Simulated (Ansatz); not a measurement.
# ZnS: a single-point run

Aim: a sound single-point run of ZnS. The structure is shown as the input types it.

Computed with Ansatz 0.2.0 (density functional or hybrid calculation with the settings of its input, plane waves (as first typed), unless a step's input says otherwise).

2 further runs of the same task are left out: 1 for a known fault of the program, 1 that didn't finish.

## 1. The structure to begin with

It takes space group F-43m (No. 216, cubic). Conventional cell: a = 5.388 Å, b = 5.388 Å, c = 5.388 Å, α = 90.00°, β = 90.00°, γ = 90.00°. Zn (site symmetry -43m) has 4 S at 2.33 Å as nearest neighbours. S (site symmetry -43m) is surrounded by 4 Zn at 2.33 Å.

As a file:

```cif
data_structure
_symmetry_space_group_name_H-M 'P 1'
_symmetry_Int_Tables_number 1
_cell_length_a 3.8100
_cell_length_b 3.8100
_cell_length_c 3.8100
_cell_angle_alpha 60.000
_cell_angle_beta 60.000
_cell_angle_gamma 60.000
_cell_volume 39.11
loop_
_atom_site_label
_atom_site_type_symbol
_atom_site_fract_x
_atom_site_fract_y
_atom_site_fract_z
_atom_site_occupancy
Zn1 Zn 0.00000 0.00000 0.00000 1
S1 S 0.25000 0.25000 0.25000 1
```

## 2. The run

The input, input.yaml:

```yaml
crystal:
  lattice:
    - [0.0, 2.6940858334, 2.6940858334]
    - [2.6940858334, 0.0, 2.6940858334]
    - [2.6940858334, 2.6940858334, 0.0]
  atoms:
    - { symbol: Zn, position: [0.0, 0.0, 0.0] }
    - { symbol: S, position: [0.25, 0.25, 0.25] }
kpoints:
  mp_grid: { grid: [6, 6, 6] }
hamiltonian:
  xc: pbesol
scf:
  occupations: { method: fixed }
  n_extra_bands: 4
  convergence: { dr2_threshold: 0.01 }
  max_iter: 68
output:
  forces: true
  stress: true
  eigenvalues: true
```

On the command line:

```
ansatz run input.yaml --threads 4 --pin off --max-ram 3686MiB --backend cpu --events-out ev --progress --plain --runs-dir out
```

What happens when this is run?

The program finished normally, with warnings (force scf threshold loose, stress scf threshold loose). Its log warns: «scf.convergence.dr2_threshold = 1e-2 eV is looser than this run's default, which is 1e-7 eV or tighter. The error in the forces grows as the threshold's square root ...»

The threshold asked is loose, but the program put off the close and ended at dr2 = 3.7e-9, so little accuracy was lost here.

The test: delete scf.convergence.dr2_threshold (the default then holds).
